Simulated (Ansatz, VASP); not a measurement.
**BAs2: VASP beside Ansatz**

```
B As
1.0
     4.48126    0.00000    0.00000
    -2.24063    3.88088    0.00000
     0.00000    0.00000    2.82378
B As
1 2
Direct
  0.00000 0.00000 0.00000
  0.33333 0.66667 0.50000
  0.66667 0.33333 0.50000
```

Alike in both runs: task relaxation of cell and atoms; functional PBE; k mesh 6 × 6 × 6; occupations gaussian, width 0.1 eV; no spin polarisation.

|  | VASP | Ansatz |
| --- | --- | --- |
| version | VASP 6.6.1 | Ansatz 0.2.0 |
| potentials or method | VASP PAW PBE potentials, release 64 (B, As) | scalar-relativistic, plane waves, PAW |
| plane-wave cutoff (eV) | 600 | 420 |
| valence electrons in the cell | 13 | 33 |

Ansatz gave:

```
gap on the k mesh at the Fermi level, each at its own relaxed structure (eV) : none
relaxed volume (Å³/atom)                                                     : 16.66
relaxed cell length with the largest relative difference (Å)                 : 2.565
energy change over the relaxation (meV/atom)                                 : -35
```

Question: Which values does VASP return?

Answer: gap on the k mesh at the Fermi level, each at its own relaxed structure (eV): none; relaxed volume (Å³/atom): 16.58; relaxed cell length with the largest relative difference (Å): 2.756; energy change over the relaxation (meV/atom): -7.

A gap of «none» marks a metal or a gap that the smearing closes. One of these differences is far larger than is usual between the two programs; its cause wasn't traced. The two sets of potentials don't hold the same shells in valence.

Caveats: the k mesh is coarse (spacing up to 0.37 Å⁻¹), so the values aren't converged.
